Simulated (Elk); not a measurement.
An input for Elk 11.2.3 (patched build) (BaTe (Fm-3m)):

```
tasks
  185
  186
  187

xctype
  20

rgkmax
  8.5

gmaxvr
  18.0

lmaxapw
  10

lmaxo
  8

nxlo
  2

lorbcnd
  .true.

autolinengy
  .true.

tshift
  .false.

ngridk
  4 4 4

vkloff
  0.05 0.15 0.25

nempty
  10

swidth
  0.00551

scissor
  0.02245

gmaxrf
  2.5

wplot
  231 100 0
  0.0 0.4246

optcomp
  1 1
  2 2
  3 3

nvbse
  3

ncbse
  3

hxbse
  .false.

sppath
  './'

avec
  -0.0000000000 6.6008133533 6.6008133533
  6.6008133533 -0.0000000000 6.6008133533
  6.6008133533 6.6008133533 -0.0000000000

atoms
  2
  'Ba.in'
  1
  0.0000000000 0.0000000000 0.0000000000
  'Te.in'
  1
  0.5000000000 0.5000000000 0.5000000000
```

The database entry behind the starting cell differs from later determinations by our own check (about 0.2 % short), so it need not match the best structure at ambient conditions.

```sh
OMP_NUM_THREADS=4 elk > log
```

Estimate wall time and host memory on 4 threads of Arm Neoverse V1, shared host.

It took 60 s; on shared hardware allow 30 s to 2 min. Peak host memory was 0.21 GiB.

The matrix is small, so building the kernel's matrix elements and any screening outweighs its diagonalisation.

[Paths, hosts, dates, memory and timing lines, banners, echoed tables and standing remarks are left out of the program output.]

[Logs are printed without paths, hosts, clocks, repeated set-up lines and the standing remarks that a program may print on its own settings, such as how far it seeks lower states.]

[Runs of the session that timed out or met a known fault of the program may be left out.]

[Hosts, paths, dates, database ids (printed as entryN), source tags and the programs' standing remarks are cut or masked in the printed files.]
